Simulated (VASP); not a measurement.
**VASP 6.6.1 run: C**

INCAR

```
LCHARG = .FALSE.
GGA = PE
NBANDS = 11
PREC = Accurate
IBRION = -1
LWAVE = .FALSE.
EDIFF = 1E-7
TIME = 2
ENCUT = 520
ISMEAR = -1
NSW = 0
ALGO = Damped
SIGMA = 0.02
ISIF = 2
LASPH = .TRUE.
NELM = 98
LREAL = .FALSE.
```

KPOINTS

```
KPOINTS created by Atomic Simulation Environment
0
Gamma
12 12 12
0 0 0
```

POSCAR

```
C
 1.0000000000000000
     0.0000000000000000    1.7979253840000000    1.7763848549000001
     1.7979253840000000    0.0000000000000000    1.7763848549000001
     1.7979253840000000    1.7979253840000000    0.0000000000000000
 C
   2
Cartesian
  0.0000000000000000  0.0000000000000000  0.0000000000000000
  0.8989626919999999  0.8989626919999999  0.8881924274500000
```

The recommended PBE PAW datasets give the neutral cell 8 valence electrons.

Command

```
mpirun -np 1 vasp_std
```

Problem. How does this run end, and what does it give?

Solution. It didn't converge.

OSZICAR

```
N       E                     dE             d eps       ncg     rms           ort
DAV:   1     0.139863538800E+02    0.13986E+02   -0.51360E+03  1793   0.773E+02
DAV:   2    -0.175883135926E+02   -0.31575E+02   -0.29609E+02  1793   0.149E+02
DAV:   3    -0.187663464571E+02   -0.11780E+01   -0.11652E+01  1793   0.277E+01
DAV:   4    -0.187959108222E+02   -0.29564E-01   -0.29364E-01  1793   0.403E+00
DAV:   5    -0.187969942211E+02   -0.10834E-02   -0.10790E-02  1793   0.686E-01
SDA:   6    -0.179961123866E+02    0.80088E+00   -0.73035E+00  1793   0.365E+00   0.000E+00
DMP:   7    -0.179337958869E+02    0.62316E-01   -0.11685E+01  1793   0.584E+00  -0.431E+00
DMP:   8    -0.177133877126E+02    0.22041E+00   -0.24493E+01  1793   0.122E+01  -0.798E+00
DMP:   9    -0.169238428792E+02    0.78954E+00   -0.58878E+01  1793   0.294E+01  -0.202E+01
DMP:  10    -0.160206193710E+02    0.90322E+00   -0.12166E+02  1793   0.608E+01  -0.373E+01
...
DMP:  90    -0.137105312497E+02    0.40690E+00   -0.15116E+02  1793   0.756E+01  -0.145E+01
DMP:  91    -0.133788084175E+02    0.33172E+00   -0.18536E+02  1793   0.927E+01  -0.197E+01
DMP:  92    -0.129195902867E+02    0.45922E+00   -0.18807E+02  1793   0.940E+01  -0.229E+01
DMP:  93    -0.130344560287E+02   -0.11487E+00   -0.14292E+02  1793   0.715E+01  -0.203E+01
DMP:  94    -0.128022796378E+02    0.23218E+00   -0.12020E+02  1793   0.601E+01  -0.227E+01
DMP:  95    -0.127378899102E+02    0.64390E-01   -0.12688E+02  1793   0.634E+01  -0.265E+01
DMP:  96    -0.114816752649E+02    0.12562E+01   -0.17919E+02  1793   0.896E+01  -0.416E+01
DMP:  97    -0.113806638925E+02    0.10101E+00   -0.19714E+02  1793   0.986E+01  -0.456E+01
DMP:  98    -0.955947743674E+01    0.18212E+01   -0.26503E+02  1793   0.133E+02  -0.740E+01
   1 F= -.95594774E+01 E0= -.95593233E+01  d E =-.308349E-03
```

Standard output (part)

```
POSCAR found type information on POSCAR C
 POSCAR found :  1 types and       2 ions
 LDA part: xc-table for (Slater+PW92), standard interpolation
 POSCAR, INCAR and KPOINTS ok, starting setup
 WAVECAR not read
 entering main loop
 final diagonalization occupied
|     The electronic self-consistency was not achieved in the given           |
|     number of steps (NELM). The forces and other quantities evaluated       |
|     might not be reliable so examine the results carefully. If you find     |
|     spurious results, we suggest increasing NELM, if you were close to      |
|     convergence or switching to a different ALGO or adjusting the           |
|     density mixing parameters otherwise.                                    |
```

The fault: damping step far too long.
